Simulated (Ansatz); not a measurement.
Space group R-3m:H (No. 166). a = 4.582 Å, b = 4.582 Å, c = 12.169 Å, α = 90.00°, β = 90.00°, γ = 120.00°
```
atom site symmetry x y z
  Bi    6c        3m  0.3333  0.6667  0.9003
```

Equation of state of this Bi structure (not necessarily the ground state), with shape and atoms relaxed at each volume where symmetry leaves them free. It has no gap at any of these volumes. Theory: DFT PBE, scalar-relativistic, plane waves, PAW in Ansatz.

Settings: cutoff 420 eV, Γ-centred mesh 12×12×12 on the computed 2-atom cell, Gaussian smearing of 0.10 eV; no spin polarisation.

```json
{"V (Å³/atom)": "34.660", "E − E(largest V) (meV/atom)": "4.57", "P (GPa)": "2.10"}
{"V (Å³/atom)": "35.766", "E − E(largest V) (meV/atom)": "-5.68", "P (GPa)": "0.94"}
{"V (Å³/atom)": "36.872", "E − E(largest V) (meV/atom)": "-8.80", "P (GPa)": "0.01"}
{"V (Å³/atom)": "37.979", "E − E(largest V) (meV/atom)": "-6.41", "P (GPa)": "-0.68"}
{"V (Å³/atom)": "39.085", "E − E(largest V) (meV/atom)": "0.00", "P (GPa)": "-1.18"}
```

Question: Fit a third-order Birch–Murnaghan equation to E(V).

Answer: V0 = 36.89 Å³/atom, B0 = 26 GPa, B0' = 8.4.

Spin-orbit coupling is left out, which matters for the bands of heavy elements.